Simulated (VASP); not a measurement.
Here is a VASP 6.6.1 calculation.

Contents of INCAR:

```
ALGO = Fast ; EDIFF = 1E-7
EDIFFG = -0.01 ; ENCUT = 600
GGA = PE ; IBRION = 2
ISIF = 2 ; ISMEAR = 1
IVDW = 12 ; LASPH = T
LCHARG = F ; LREAL = F
LWAVE = F ; NELM = 80
NSW = 40 ; PREC = Accurate
SIGMA = 0.1
```

File KPOINTS:

```
k-points
0
Gamma
  16 16 16
```

POSCAR

```
Si                                      
1.0
    0.0000000000      1.9337547033      1.9337547033
    1.9337547033      0.0000000000      1.9337547033
    1.9337547033      1.9337547033      0.0000000000
  Si            
     1
Direct
     0.0000000000000000    0.0000000000000000    0.0000000000000000
```

Potentials or basis: VASP PAW PBE potentials, release 64 (Si).

Run with:

```sh
$ cat potpaw_PBE.64/Si/POTCAR > POTCAR
$ mpirun -np 1 vasp_std > vasp.out
```

Question: What does it give for the dispersion energy per atom?

Answer: -0.429 eV.

Question: What does it give for the band gap on the k mesh?

Answer: None (metal or under the smearing width).

Final structure:
```
Si
1.0
     0.00000    1.93375    1.93375
     1.93375    0.00000    1.93375
     1.93375    1.93375    0.00000
Si
1
Direct
  0.00000 0.00000 0.00000
```

Caveat: the relaxation stopped at its first step, so nothing moved.
